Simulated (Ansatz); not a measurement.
TiCo in Ansatz: the effect of functional

TiCo:

```xyz
2
Lattice="2.9661 0.0000 0.0000 0.0000 2.9661 0.0000 0.0000 0.0000 2.9661" Properties=species:S:1:pos:R:3 pbc="T T T"
Co    1.4830    1.4830    1.4830
Ti    0.0000    0.0000    0.0000
```

The cell comes from a database or a generator and needn't be the stable form of this composition.

The cell isn't the ideal one: volume scaled by 0.98.

Alike in all runs:

| Item | Value |
| --- | --- |
| Program | Ansatz 0.2.0 |
| Task | single point |
| Potentials or basis | Ansatz PAW |
| k mesh | 9 × 9 × 9 |
| Occupations | fermi-dirac, width 0.05 eV |
| Spin | collinear spin, ferromagnetic start |
| Starting moments | [2.0, 1.0] μB |

```tsv
functional	cutoff	pressure (GPa)	moment (μB)
LDA	420 eV (not typed: the program's choice for these potentials)	-11.7	0.47
PBEsol	420 eV (not typed: the program's choice for these potentials)	-5.0	0.67
r2SCAN	500 eV (not typed: the program's choice for these potentials)	?	?
```

What does the run with functional r2SCAN give?

Pressure 3.7 GPa; moment 0.87 μB.

Caveats: the PAW data sets come from PBE, with cores solved anew for the run's functional, which leaves a small shift of forces and pressure; the magnetic or orbital state may not be the lowest (some runs); the starting moments weren't kept (some runs).
